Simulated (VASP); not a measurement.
# Br2 in VASP: a series of runs

One molecule, Br2, is run at these levels: optB86b-vdW, rev-vdW-DF2, LDA, PBEsol; tasks: single point.

Program: VASP 6.6.1. These are calculated values, not measurements. Logs are shortened: lines on timing, memory, paths and dates and some standing lists are left out, and cuts for length are marked.

### 1 The structure

The cell holds a molecule in a box, 2 atoms: a = 12.472 Å, b = 12.972 Å, c = 13.472 Å, α = 90.00°, β = 90.00°, γ = 90.00°.

### 2 Single point, optB86b-vdW

File INCAR:

```
AGGAC = 0.0 ; ALGO = Fast
EDIFF = 1E-6 ; ENCUT = 400
GGA = MK ; ISIF = 2
ISMEAR = 0 ; ISYM = 0
LASPH = True ; LCHARG = False
LREAL = False ; LUSE_VDW = True
LWAVE = False ; NELM = 60
PARAM1 = 0.1234 ; PARAM2 = 1.0
PREC = Accurate ; SIGMA = 0.01
```

File KPOINTS:

```
k-points
0
Gamma
  1 1 1
```

File POSCAR:

```
Br                                      
1.0
   12.4722938544      0.0000000000      0.0000000000
    0.0000000000     12.9722938544      0.0000000000
    0.0000000000      0.0000000000     13.4722938544
  Br            
     2
Selective dynamics
Direct
     0.5078502952000008    0.4603059263999967    0.5731981456000028   F   F   F
     0.4919773384325052    0.5483676664406775    0.4251855135840616   T   T   T
```

Potentials or basis: VASP PAW PBE potentials, release 64 (Br).

On the command line:

```console
$ cat potpaw_PBE.64/Br/POTCAR > POTCAR
$ mpirun -np 4 vasp_gam > vasp.out
```

OUTCAR:

```text
EDIFF = 1E-6
   ENCUT = 400
   GGA = MK
   ISIF = 2
   ISMEAR = 0
   ISYM = 0
   LASPH = True
   LREAL = False
   NELM = 60
   PREC = Accurate

 ion  position               nearest neighbor table
   1  0.508  0.460  0.573-   2 2.31
   2  0.492  0.548  0.425-   1 2.31

IMPORTANT INFORMATION: All symmetrisations will be switched off!
NOSYMM: (Re-)initialisation of all symmetry stuff for point group C_1.

----------------------------------------------------------------------------------------

                                     Primitive cell

  volume of cell :    2179.7398

  direct lattice vectors                    reciprocal lattice vectors
    12.472293854  0.000000000  0.000000000     0.080177713  0.000000000  0.000000000
     0.000000000 12.972293854  0.000000000     0.000000000  0.077087369  0.000000000
     0.000000000  0.000000000 13.472293854     0.000000000  0.000000000  0.074226409

  length of vectors
    12.472293854 12.972293854 13.472293854     0.080177713  0.077087369  0.074226409

  position of ions in fractional coordinates (direct lattice)
     0.507850295  0.460305926  0.573198146
     0.491977338  0.548367666  0.425185514

  ion indices of the primitive-cell ions
   primitive index   ion index
                 1           1
                 2           2

----------------------------------------------------------------------------------------

 KPOINTS: k-points

Automatic generation of k-mesh.
 Grid dimensions read from file:
 generate k-points for:    1    1    1

 Generating k-lattice:

  Cartesian coordinates                     Fractional coordinates (reciprocal lattice)
     0.080177713  0.000000000  0.000000000     1.000000000  0.000000000  0.000000000
     0.000000000  0.077087369  0.000000000     0.000000000  1.000000000  0.000000000
     0.000000000  0.000000000  0.074226409     0.000000000  0.000000000  1.000000000

  Length of vectors
     0.080177713  0.077087369  0.074226409

  Shift w.r.t. Gamma in fractional coordinates (k-lattice)
     0.000000000  0.000000000  0.000000000

 Subroutine IBZKPT returns following result:
 ===========================================

 Found      1 irreducible k-points:

 Following reciprocal coordinates:
            Coordinates               Weight
  0.000000  0.000000  0.000000      1.000000
   k-points           NKPTS =      1   k-points in BZ     NKDIM =      1   number of bands    NBANDS=     12
   number of dos      NEDOS =    301   number of ions     NIONS =      2
   total plane-waves  NPLWV = 680400
   dimension x,y,z NGX =    84 NGY =   90 NGZ =   90
   dimension x,y,z NGXF=   168 NGYF=  180 NGZF=  180
   ions per type =               2
   NGX,Y,Z   is equivalent  to a cutoff of  11.20, 11.53, 11.11 a.u.
   NGXF,Y,Z  is equivalent  to a cutoff of  22.39, 23.07, 22.21 a.u.
 SYSTEM =  unknown system
   PREC   = accura    normal or accurate (medium, high low for compatibility)
   ISTART =      0    job   : 0-new  1-cont  2-samecut
   ICHARG =      2    charge: 1-file 2-atom 10-const
   ISPIN  =      1    spin polarized calculation?
   LNONCOLLINEAR =      F non collinear calculations
   LSORBIT =      F    spin-orbit coupling
   LASPH  =      T    aspherical Exc in radial PAW
   ENCUT  =  400.0 eV  29.40 Ry    5.42 a.u.  20.34 21.15 21.97*2*pi/ulx,y,z
   NELM   =     60;   NELMIN=  2; NELMDL= -5     # of ELM steps
   EDIFF  = 0.1E-05   stopping-criterion for ELM
   LREAL  =      F    real-space projection
   EDIFFG = 0.1E-04   stopping-criterion for IOM
   NSW    =      0    number of steps for IOM
   IBRION =     -1    ionic relax: 0-MD 1-quasi-New 2-CG
   NFREE  =      0    steps in history (QN), initial steepest desc. (CG)
   ISIF   =      2    stress and relaxation
   ISYM   =      0    0-nonsym 1-usesym 2-fastsym
   POTIM  = 0.5000    time-step for ionic-motion
   TEBEG  =    0.0;   TEEND  =   0.0 temperature during run
   PSTRESS=    0.0 pullay stress
   NELECT =      14.0000    total number of electrons
   NUPDOWN=      -1.0000    fix difference up-down
   EMIN   =  10.00;   EMAX   =-10.00  energy-range for DOS
   EFERMI =   0.00;   METHOD = LEGACY
   ISMEAR =     0;   SIGMA  =   0.01  broadening in eV -4-tet -1-fermi 0-gaus
   EFERMI_NEDOS =   21; number of points for ismear=-14 and -15
   IALGO  =     68    algorithm
   IMIX   =      4    mixing-type and parameters
     AMIX     =   0.40;   BMIX     =  1.00
     AMIX_MAG =   1.60;   BMIX_MAG =  1.00
  volume/ion in A,a.u.               =    1089.87      7354.81
  Fermi-wavevector in a.u.,A,eV,Ry     =   0.304310  0.575062  1.259960  0.092604
  Thomas-Fermi vector in A             =   1.176283
   LORBIT       =      0    0 simple, 1 ext, 2 COOP (PROOUT), +10 PAW based schemes
   GGA     = MK    functional components
   LHFCALC =     F    Hartree Fock is set to
   AEXX    =    0.0000 exact exchange contribution
   IVDW_NL    =     1    kernel type
   BPARAM     = 6.3000
   IVDW    =     0    specifies the selected vdW correction
   LEPSILON=     F    determine dielectric tensor
   LRPA    =     F    only Hartree local field effects (RPA)
 non-spin polarized calculation
 RMM-DIIS sequential band-by-band and
 Gauss-broadening in eV      SIGMA  =   0.01
  energy-cutoff  :      400.00
  volume of cell :     2179.74
 maximum number of plane-waves:     19819
 NGX is ok and might be reduce to    84
   NGX = 41   NGY = 43   NGZ = 43

 number of electron      13.9999996 magnetization

 Free energy of the ion-electron system (eV)
  ---------------------------------------------------
  ext. energy  EPLUGINS =         0.00000000
  ---------------------------------------------------
  free energy    TOTEN  =         0.89670882 eV

  energy without entropy =        0.89670882  energy(sigma->0) =        0.89670882

 E-fermi :  -6.5968     XC(G=0):  -0.7178

 val. band max:       -6.6842638243   @ k =   0.0000   0.0000   0.0000
 cond. band min:      -4.5085602161   @ k =   0.0000   0.0000   0.0000
 fundamental gap:      2.1757036081
 Fermi energy:        -6.5968244736

 k-point     1 :       0.0000    0.0000    0.0000
  band No.  band energies     occupation
      1     -21.8255      2.00000
      2     -19.0496      2.00000
      3     -10.6628      2.00000
      4      -8.6590      2.00000
      5      -8.6587      2.00000
      6      -6.6846      2.00000
      7      -6.6843      2.00000
      8      -4.5086      0.00000
      9      -0.6934      0.00000
     10       0.2674      0.00000
     11       0.3870      0.00000
     12       0.4305      0.00000

------------------------ aborting loop because EDIFF is reached ----------------------------------------

  FORCE on cell =-STRESS in cart. coord.  units (eV):
  Direction    XX          YY          ZZ          XY          YZ          ZX
  --------------------------------------------------------------------------------------
  -------------------------------------------------------------------------------------
  Total       -0.0407485     -0.0060969      0.0665018     -0.0062648     -0.0632066      0.0109913
  in kB       -0.0299515     -0.0044814      0.0488809     -0.0046048     -0.0464588      0.0080790
  external PRESSURE =       0.0048160 kB  Pullay stress =       0.0000000 kB

 VOLUME and BASIS-vectors are now :
 -----------------------------------------------------------------------------
  energy-cutoff  :      400.00
  volume of cell :     2179.74
      direct lattice vectors                 reciprocal lattice vectors
    12.472293854  0.000000000  0.000000000     0.080177713  0.000000000  0.000000000
     0.000000000 12.972293854  0.000000000     0.000000000  0.077087369  0.000000000
     0.000000000  0.000000000 13.472293854     0.000000000  0.000000000  0.074226409

 POSITION                                       TOTAL-FORCE (eV/Angst)
 -----------------------------------------------------------------------------------
      6.33406      5.97122      7.72229         0.004893     -0.031627      0.054151
      6.13609      7.11359      5.72822        -0.004893      0.031627     -0.054151
 -----------------------------------------------------------------------------------
    total drift:                               -0.000006     -0.000178     -0.000249

  FREE ENERGIE OF THE ION-ELECTRON SYSTEM (eV)
  ---------------------------------------------------
  free  energy   TOTEN  =         0.8967088245 eV

  energy  without entropy=        0.8967088245  energy(sigma->0) =        0.89670882

Total vdW correction in eV:      3.5840321
```

Wall time 4.3 min (4 MPI ranks of Intel Xeon 6975P-C (Granite Rapids), shared host); peak memory 1.2 GiB.

Results:

```
Free energy                     : 0.8967 eV
Largest force                   : 0.063 eV/Å
Gap between the frontier levels : 2.18 eV
```

Forces in eV/Å, atoms in the order of the input:
```
Br   0.005 -0.032  0.054
Br  -0.005  0.032 -0.054
```

Caveat: the PAW data sets were made with another functional, which shifts forces and pressure a little.

### 3 Single point, rev-vdW-DF2

INCAR, as its differences from that of step 2:

```diff
@@ -7,3 +7,4 @@
 LWAVE = False ; NELM = 60
-PARAM1 = 0.1234 ; PARAM2 = 1.0
+PARAM1 = 0.1234 ; PARAM2 = 0.711357
 PREC = Accurate ; SIGMA = 0.01
+ZAB_VDW = -1.8867
```

KPOINTS is that of step 2.

POSCAR is that of step 2.

Potentials or basis: VASP PAW PBE potentials, release 64 (Br).

On the command line:

```console
$ cat potpaw_PBE.64/Br/POTCAR > POTCAR
$ mpirun -np 4 vasp_gam > vasp.out
```

It took 4 min on 4 MPI ranks of Intel Xeon 6975P-C (Granite Rapids), shared host; peak memory 1.2 GiB.

It converged, with:

```
Free energy                     : 0.4307 eV
Largest force                   : 0.091 eV/Å
Gap between the frontier levels : 2.16 eV
```

Forces on the atoms (eV/Å):
```
Br   0.007 -0.046  0.078
Br  -0.007  0.046 -0.078
```

Levels at points of the mesh, in eV from the valence-band top:
| k point | band 3 | band 4 | band 5 | band 6 | band 7 | band 8 | band 9 | band 10 | band 11 | band 12 |
| --- | --- | --- | --- | --- | --- | --- | --- | --- | --- | --- |
| (0.00, 0.00, 0.00) | -3.98 | -1.97 | -1.97 | 0.00 | 0.00 | 2.16 | 6.03 | 7.04 | 7.12 | 7.21 |

Caveat: the PAW data sets were made with another functional, which shifts forces and pressure a little.

### 4 Single point, LDA

File INCAR:

```
ALGO = Fast ; EDIFF = 1E-6
ENCUT = 400 ; GGA = CA
ISIF = 2 ; ISMEAR = 0
ISYM = 0 ; LASPH = True
LCHARG = False ; LREAL = False
LWAVE = False ; NELM = 60
PREC = Accurate ; SIGMA = 0.01
```

KPOINTS is that of step 3.

POSCAR is that of step 3.

Potentials or basis: VASP PAW LDA potentials, release 64 (Br).

On the command line:

```console
$ cat potpaw_LDA.64/Br/POTCAR > POTCAR
$ mpirun -np 4 vasp_gam > vasp.out
```

OUTCAR:

```text
EDIFF = 1E-6
   ENCUT = 400
   GGA = CA
   ISIF = 2
   ISMEAR = 0
   ISYM = 0
   LASPH = True
   LREAL = False
   NELM = 60
   PREC = Accurate

 ion  position               nearest neighbor table
   1  0.508  0.460  0.573-   2 2.31
   2  0.492  0.548  0.425-   1 2.31

IMPORTANT INFORMATION: All symmetrisations will be switched off!
NOSYMM: (Re-)initialisation of all symmetry stuff for point group C_1.

----------------------------------------------------------------------------------------

                                     Primitive cell

  volume of cell :    2179.7398

  direct lattice vectors                    reciprocal lattice vectors
    12.472293854  0.000000000  0.000000000     0.080177713  0.000000000  0.000000000
     0.000000000 12.972293854  0.000000000     0.000000000  0.077087369  0.000000000
     0.000000000  0.000000000 13.472293854     0.000000000  0.000000000  0.074226409

  length of vectors
    12.472293854 12.972293854 13.472293854     0.080177713  0.077087369  0.074226409

  position of ions in fractional coordinates (direct lattice)
     0.507850295  0.460305926  0.573198146
     0.491977338  0.548367666  0.425185514
[... 103 lines left out ...]

 E-fermi :  -6.6786     XC(G=0):  -0.5261

 val. band max:       -6.7928396249   @ k =   0.0000   0.0000   0.0000
 cond. band min:      -4.6905712354   @ k =   0.0000   0.0000   0.0000
 fundamental gap:      2.1022683896
 Fermi energy:        -6.6786018632

 k-point     1 :       0.0000    0.0000    0.0000
  band No.  band energies     occupation
      1     -21.9659      2.00000
      2     -19.1699      2.00000
      3     -10.8477      2.00000
      4      -8.8032      2.00000
      5      -8.8029      2.00000
      6      -6.7932      2.00000
      7      -6.7928      2.00000
      8      -4.6906      0.00000
      9      -0.4241      0.00000
     10       0.5067      0.00000
     11       0.5989      0.00000
     12       0.7563      0.00000

------------------------ aborting loop because EDIFF is reached ----------------------------------------

  FORCE on cell =-STRESS in cart. coord.  units (eV):
  Direction    XX          YY          ZZ          XY          YZ          ZX
  --------------------------------------------------------------------------------------
  -------------------------------------------------------------------------------------
  Total       -0.0299064     -0.2904167     -0.8403291      0.0464752      0.4678581     -0.0810572
  in kB       -0.0219822     -0.2134654     -0.6176684      0.0341607      0.3438904     -0.0595796
  external PRESSURE =      -0.2843720 kB  Pullay stress =       0.0000000 kB

 VOLUME and BASIS-vectors are now :
 -----------------------------------------------------------------------------
  energy-cutoff  :      400.00
  volume of cell :     2179.74
      direct lattice vectors                 reciprocal lattice vectors
    12.472293854  0.000000000  0.000000000     0.080177713  0.000000000  0.000000000
     0.000000000 12.972293854  0.000000000     0.000000000  0.077087369  0.000000000
     0.000000000  0.000000000 13.472293854     0.000000000  0.000000000  0.074226409

 POSITION                                       TOTAL-FORCE (eV/Angst)
 -----------------------------------------------------------------------------------
      6.33406      5.97122      7.72229        -0.040918      0.234099     -0.409558
      6.13609      7.11359      5.72822         0.040918     -0.234099      0.409558
 -----------------------------------------------------------------------------------
    total drift:                                0.000027     -0.000495     -0.000153

  FREE ENERGIE OF THE ION-ELECTRON SYSTEM (eV)
  ---------------------------------------------------
  free  energy   TOTEN  =        -3.3697530871 eV

  energy  without entropy=       -3.3697530871  energy(sigma->0) =       -3.36975309
```

Wall time 12 s (4 MPI ranks of Intel Xeon 6975P-C (Granite Rapids), shared host); peak memory 0.38 GiB.

Results:

- Free energy: -3.3698 eV
- Largest force: 0.474 eV/Å
- Gap between the frontier levels: 2.10 eV

Forces in eV/Å, atoms in the order of the input:
```
Br  -0.041  0.234 -0.410
Br   0.041 -0.234  0.410
```

(Part 1 of 2 ends here.)
